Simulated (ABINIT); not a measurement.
CdF2, 3 atoms in the cell. The structure is cubic, space group Fm-3m (No. 225). The conventional cell has a = 5.388 Å, b = 5.388 Å, c = 5.388 Å, α = 90.00°, β = 90.00°, γ = 90.00°. Cd (site symmetry m-3m) has 8 F at 2.33 Å as nearest neighbours. Around F (site symmetry -43m) lie 4 Cd at 2.33 Å. 

| Item | Value |
| --- | --- |
| Program | ABINIT 10.8.3 (patched build) |
| Task | single point |
| Functional | PBE |
| Potentials or basis | PseudoDojo NC SR PBE v0.4.1 standard |
| Cutoff | 1252 eV |
| k mesh | 7 × 7 × 7 |
| Occupations | fermi-dirac, width 0.05 eV |
| Spin | no spin polarisation |

Potentials or basis: PseudoDojo NC SR PBE v0.4.1 standard.

The run is started by

```sh
$ mpirun --bind-to none -np 4 abinit run.abi > log 2>&1
```

Hardware: 4 MPI ranks on Arm Neoverse V2, on a shared host.

Task: How long does it take, and how much memory?

Result: Wall time 16 s on 4 MPI ranks on Arm Neoverse V2 (shared host), peak memory 0.32 GiB a rank. Counts: scf iterations 12, mpi ranks 4, k points 20, bands 21, plane waves 3956.
